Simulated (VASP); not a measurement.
Write the native input for VASP 6.6.1 that does the following.

| Quantity | Value |
| --- | --- |
| Task | single point |
| Functional | PBEsol |
| Potentials or basis | VASP PAW PBE potentials, release 64 (Be, S) |
| Cutoff | 520 eV |
| k mesh | 6 × 6 × 6 |
| Occupations | gaussian, width 0.05 eV |
| Spin | no spin polarisation |
| Dipole correction | no |
| Further INCAR settings | ALGO = Normal; EDIFF = 1e-07; NBANDS = 11 |

The structure of BeS lies in POSCAR:

```
BeS
1.0
    2.7764774445      0.0000000000      0.0000000000
    0.0000000000      2.7764774445      0.0000000000
    0.0000000000      0.0000000000      2.7764774445
Be S
1 1
Direct
    0.0000000000      0.0000000000      0.0000000000
    0.5000000000      0.5000000000      0.5000000000
```

The cell comes from a database or a generator and needn't be the stable form of this composition.

One way to write it, as run:

INCAR

```
PREC     = Accurate       # precision mode
ENCUT    = 520            # plane-wave cutoff, eV
EDIFF    = 1E-7           # SCF threshold, eV
ISMEAR   = 0              # smearing method
SIGMA    = 0.05           # smearing width, eV
LREAL    = F              # projectors in reciprocal space
LASPH    = T              # aspherical terms in the spheres
NELM     = 100            # most SCF steps
ALGO     = Normal         # electronic algorithm
ISIF     = 2              # what is computed and relaxed
LWAVE    = F              # write WAVECAR
LCHARG   = T              # write CHGCAR
GGA      = PS             # functional
LELF     = T              # ELF
LVHAR    = T            
NBANDS   = 11             # bands
```

KPOINTS

```
Automatic mesh
0
Gamma
  6 6 6
```

Potentials or basis: VASP PAW PBE potentials, release 64 (Be, S).

The run is started by

```bash
$ cat potpaw_PBE.64/Be/POTCAR potpaw_PBE.64/S/POTCAR > POTCAR
$ mpirun -np 1 vasp_std > vasp.out
```

Results of the run:

| Item | Value |
| --- | --- |
| Pressure | 12.0 GPa |
| Band gap on the k mesh | none (metal or under the smearing width) |

Caveat: the k mesh is coarse (spacing up to 0.38 Å⁻¹), so the values aren't converged; the PAW data sets were made with another functional, which shifts forces and pressure a little.

Wall time 5 s on 1 thread of AMD EPYC 7R13 Processor (Zen 3), on a shared host, peak memory 0.1 GiB.
